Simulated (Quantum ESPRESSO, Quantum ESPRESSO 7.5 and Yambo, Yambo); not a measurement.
# SiC (F-43m): Bethe-Salpeter spectra with Yambo

Wanted: excitons and ε₂ of SiC (F-43m), with cost.

Program: Quantum ESPRESSO 7.5 and Yambo 5.3.0. Level of theory: PBE and many-body steps on it, plane waves. Results are calculated unless marked as measured.

### Step 1. Set-up

Symmetry: F-43m, No. 216, cubic system. Conventional cell: a = 4.358 Å, b = 4.358 Å, c = 4.358 Å, α = 90.00°, β = 90.00°, γ = 90.00°. Si has 4 C at 1.89 Å nearest. Nearest to C lie 4 Si at 1.89 Å. Farther neighbours are not listed.

The cell and positions come from the Crystallography Open Database and are kept as given unless a step says otherwise.

### Step 2. Empty states on the mesh, 4×4×4 mesh, 50 bands

This step: Quantum ESPRESSO 7.5; DFT, PBE, plane waves, norm-conserving pseudopotentials.

The sums over transitions need many empty states on a uniform mesh; this step solves for them.

File pw.in:

```
&control
  calculation = 'nscf'
  prefix = 'x'
  outdir = 'o'
  pseudo_dir = 'pseudo'
/
&system
  ibrav = 0
  nat = 2
  ntyp = 2
  ecutwfc = 74.0
  nbnd = 50
  force_symmorphic = .true.
/
&electrons
  conv_thr = 1e-9
  electron_maxstep = 80
  diago_full_acc = .true.
  diago_thr_init = 5e-6
/
ATOMIC_SPECIES
  Si 28.085 Si.upf
  C 12.011 C.upf
CELL_PARAMETERS angstrom
  -0.0000000000 2.1790000000 2.1790000000
  2.1790000000 -0.0000000000 2.1790000000
  2.1790000000 2.1790000000 -0.0000000000
ATOMIC_POSITIONS crystal
  Si 0.0000000000 0.0000000000 0.0000000000
  C 0.2500000000 0.2500000000 0.2500000000
K_POINTS automatic
  4 4 4 0 0 0
```

Run with:

```
$ OMP_NUM_THREADS=1 mpirun -n 8 pw.x -nk 4 -in pw.in > pw.out
```

The program printed:

```text
Program PWSCF v.7.5 starts

     This program is part of the open-source Quantum ESPRESSO suite
     for quantum simulation of materials; please cite
         "P. Giannozzi et al., J. Phys.:Condens. Matter 21 395502 (2009);
         "P. Giannozzi et al., J. Phys.:Condens. Matter 29 465901 (2017);
         "P. Giannozzi et al., J. Chem. Phys. 152 154105 (2020);
     in publications or presentations arising from this work. More details at

     Atomic positions and unit cell read from directory:
     o/x.save/

     Message from routine setup:
[...]
91.8202  91.8202

          k =-0.3536-0.3536 0.3536 (  1502 PWs)   bands (ev):

[...]
67.3231  70.3832  74.4699  74.9168  74.9168  76.7796  76.7796  78.5456
    83.7103  84.4806  84.4806  90.2903  90.2903  92.1546  92.1546  92.5440
    93.9115  93.9115

          k = 0.3536 0.0000 0.0000 (  1491 PWs)   bands (ev):

     [... further k-points ...]

     highest occupied, lowest unoccupied level (ev):     9.4961   10.8574

     XML data file, pseudopotentials, collected wavefunctions

=------------------------------------------------------------------------------=
   JOB DONE.
=------------------------------------------------------------------------------=
```

The job ended after 1.2 s (8 MPI ranks of Arm Neoverse V1, shared host; peak memory 0.05 GiB).

Numbers from this step:

```
gap                                                           : 1.361 eV
k of the valence top                                          : 0, 0, 0
k of the conduction bottom                                    : 0, -0.5, -0.5
least direct gap                                              : 4.553 eV
k points computed                                             : 8
lowest point of the top converged band, above the valence top : 73.3698 eV
```

On this mesh the gap is 1.361 eV.

The density comes from a self-consistent run that is not shown.

### Step 3. Conversion and set-up

This step: Yambo 5.3.0; conversion and set-up on PBE, plane waves, norm-conserving pseudopotentials.

The states are converted to the many-body program's format and the q mesh is built.

Run with:

```
$ (cd o/x.save; p2y > p2y.log; mv SAVE ../..); yambo > setup.log
```

The program printed:

```text
 Yambo, version 5.3.0

 [02] CORE Variables Setup
 =========================

  [02.01] Unit cells
  ==================

  Cell kind             :  FCC
  Atoms in the cell     :  Si  C
  number of Si atoms    :  1
  number of C  atoms    :  1

  List of atomic masses
  Mass of Si    :  28.08500
  Mass of C     :  12.01100

  List of atomic coordinates    : [cc]
  Si1       :  0.000000  0.000000  0.000000  order 1
  C1       :  2.058857  2.058857  2.058857  order 2

  Alat factors          :  4.117713  4.117713  4.117713 [a.u.]
  Direct lattice volume :  139.6363 [a.u.]
[...]
==========================================

 IBZ Q-points                                      :   8
 BZ  Q-points                                      :   64

 K/Q-points units:
 rlu = crystal or reduced units; cc = cartesian coordinates; iku = interal k-units

 Q [1]          [rlu]:  0.000000  0.000000  0.000000
 Q [2]          [rlu]: -0.86518E-17 -0.86518E-17  0.25000
 Q [3]          [rlu]:  0.17304E-16  0.17304E-16 -0.50000
[...]
Q [7]          [rlu]: -0.47188E-17 -0.50000     -0.50000
 Q [8]          [rlu]:  0.250000 -0.500000 -0.250000

  [03.01] X indexes
  =================

   [03.01.01] Sigma indexes
   ========================

 [06] Game Over & Game summary
```

Wall time 2.1 s (1 MPI rank); peak memory 0.23 GiB.

### Step 4. Screening and self-energy, 4×4×4 mesh, 50 bands, screening to 163.3 eV

G0W0 replaces the xc potential by the self-energy, built once from these orbitals. Only a window of levels is corrected, while the sums run over the empty bands that the input names.

This step: G0W0 on PBE, plane waves, norm-conserving pseudopotentials.

File gw1.in:

```
HF_and_locXC
gw0
dyson
ppa
em1d
rim_cut
RandQpts= 1000000
RandGvec= 1 RL
EXXRLvcs= 74 Ry
VXCRLvcs= 296 Ry
Chimod= "HARTREE"
% BndsRnXp
 1 | 50 |
%
NGsBlkXp= 12 Ry
% LongDrXp
 1 | 1 | 1 |
%
% GbndRnge
 1 | 50 |
%
DysSolver= "n"
ExtendOut
PPAPntXp= 27.21138 eV
% QPkrange
 1 | 1 | 3 | 6 |
 7 | 7 | 3 | 6 |
%
```

Run with:

```
$ OMP_NUM_THREADS=1 mpirun -n 8 yambo -F gw1.in -J gw1 -C gw1 > gw1.log
```

The program printed:

```text
 Yambo, version 5.3.0

 [02] CORE Variables Setup
 =========================

  [... cell, symmetries and grids as in the set-up ...]

  [02.05] Energies & Occupations
  ==============================

  [X] === General ===
  [X] Electronic Temperature                        :  0.000000  0.000000 [eV K]
  [X] Bosonic    Temperature                        :  0.000000  0.000000 [eV K]
  [X] Finite Temperature mode                       : no
  [X] El. density                                   :  0.38662E+24 [cm-3]
[...]
QP @ state[ 1 ] b range                          :   3   6
   QP @ state[ 2 ] K range                          :   7   7
   QP @ state[ 2 ] b range                          :   3   6
   GF energies kind                                 : Perdew, Burke & Ernzerhof(X)+Perdew, Burke & Ernzerhof(C)
   GF WF`s kind                                     : Perdew, Burke & Ernzerhof(X)+Perdew, Burke & Ernzerhof(C)
   Xs energies kind                                 : Perdew, Burke & Ernzerhof(X)+Perdew, Burke & Ernzerhof(C)
   Xs WF`s kind                                     : Perdew, Burke & Ernzerhof(X)+Perdew, Burke & Ernzerhof(C)

 [11] Game Over & Game summary
```

It took 8.6 s on 8 MPI ranks; peak memory 2.2 GiB; 58 s of CPU time.

This step gave:

| Quantity | Value |
| --- | --- |
| G0W0 gap on the points computed | 1.985 eV |
| starting gap on the mesh | 1.361 eV |
| k of the valence top | 0, 0, 0 |
| k of the conduction bottom | 0, -0.5, -0.5 |
| least direct G0W0 gap on the computed points | 5.539 eV |

The gap on the mesh goes from 1.36 eV to 1.99 eV, a correction of +0.62 eV.

The gap opens by 0.624 eV; the next steps shift the empty bands rigidly by 0.986 eV, the correction at the start's least direct gap.

### Step 5. Empty states on the mesh, 4×4×4 mesh, 12 bands

This step: Quantum ESPRESSO 7.5; DFT, PBE, plane waves, norm-conserving pseudopotentials.

Edit pw.in of step 2 so:

```diff
@@ -11,3 +11,3 @@
   ecutwfc = 74.0
-  nbnd = 50
+  nbnd = 12
   force_symmorphic = .true.
```

Run with:

```
$ OMP_NUM_THREADS=1 mpirun -n 8 pw.x -nk 4 -in pw.in > pw.out
```

The program printed:

```text
[banner, memory and clock lines left out]
Program PWSCF v.7.5 starts

     Atomic positions and unit cell read from directory:
     o/x.save/

     Message from routine setup:
     using ibrav=0 with symmetry is DISCOURAGED, use correct ibrav instead

     bravais-lattice index     =            0
     lattice parameter (alat)  =       5.8233  a.u.
     unit-cell volume          =     139.6363 (a.u.)^3
     number of atoms/cell      =            2
     number of atomic types    =            2
     number of electrons       =         8.00
[...]
-5.9135   9.4961   9.4961   9.4961  15.7194  16.8074  16.8074  16.8074
    24.0247  24.0247  25.9551  26.7794

          k = 0.1768 0.1768-0.1768 (  1489 PWs)   bands (ev):

    -4.7185   5.1994   8.8887   8.8887  15.4830  17.4074  17.4074  18.8439
    22.6373  22.6373  24.6419  30.5291

          k =-0.3536-0.3536 0.3536 (  1502 PWs)   bands (ev):

    -2.3476   0.9532   8.4413   8.4413  14.9265  16.7308  16.7308  19.5496
    25.6865  26.6966  26.6966  29.8901

          k = 0.3536 0.0000 0.0000 (  1491 PWs)   bands (ev):

     [... further k-points ...]

     highest occupied, lowest unoccupied level (ev):     9.4961   10.8574

     XML data file, pseudopotentials, collected wavefunctions
```

Elapsed: 0.89 s, on 8 MPI ranks; peak memory 0.05 GiB; 6 s of CPU time.

This step gave:

| Property | Result |
| --- | --- |
| gap | 1.361 eV |
| k of the valence top | 0, 0, 0 |
| k of the conduction bottom | 0, -0.5, -0.5 |
| least direct gap | 4.553 eV |
| k points computed | 8 |
| lowest point of the top converged band, above the valence top | 17.28 eV |

On this mesh the gap is 1.361 eV.

### Step 6. Conversion and set-up

This step: Yambo 5.3.0; conversion and set-up on PBE, plane waves, norm-conserving pseudopotentials.

Run with:

```
$ (cd o/x.save; p2y > p2y.log; mv SAVE ../..); yambo > setup.log
```

The program printed:

```text
 Yambo, version 5.3.0

 [02] CORE Variables Setup
 =========================

  [02.01] Unit cells
  ==================

  Cell kind             :  FCC
  Atoms in the cell     :  Si  C
  number of Si atoms    :  1
  number of C  atoms    :  1

  List of atomic masses
  Mass of Si    :  28.08500
  Mass of C     :  12.01100

  List of atomic coordinates    : [cc]
  Si1       :  0.000000  0.000000  0.000000  order 1
  C1       :  2.058857  2.058857  2.058857  order 2

  Alat factors          :  4.117713  4.117713  4.117713 [a.u.]
  Direct lattice volume :  139.6363 [a.u.]
[...]
==========================================

 IBZ Q-points                                      :   8
 BZ  Q-points                                      :   64

 K/Q-points units:
 rlu = crystal or reduced units; cc = cartesian coordinates; iku = interal k-units

 Q [1]          [rlu]:  0.000000  0.000000  0.000000
 Q [2]          [rlu]: -0.86518E-17 -0.86518E-17  0.25000
 Q [3]          [rlu]:  0.17304E-16  0.17304E-16 -0.50000
[...]
Q [7]          [rlu]: -0.47188E-17 -0.50000     -0.50000
 Q [8]          [rlu]:  0.250000 -0.500000 -0.250000

  [03.01] X indexes
  =================

   [03.01.01] Sigma indexes
   ========================

 [06] Game Over & Game summary
```

Elapsed: 2.1 s, on 1 MPI rank; peak memory 0.23 GiB.

[end of part 1 of 5]

[Paths, hosts, dates, memory and timing lines, banners, echoed tables and standing remarks are left out of the program output.]

[Logs are printed without paths, hosts, clocks, repeated set-up lines and the standing remarks that a program may print on its own settings, such as how far it seeks lower states.]

[Runs of the session that timed out or met a known fault of the program may be left out.]

[Hosts, paths, dates, database ids (printed as entryN), source tags and the programs' standing remarks are cut or masked in the printed files.]
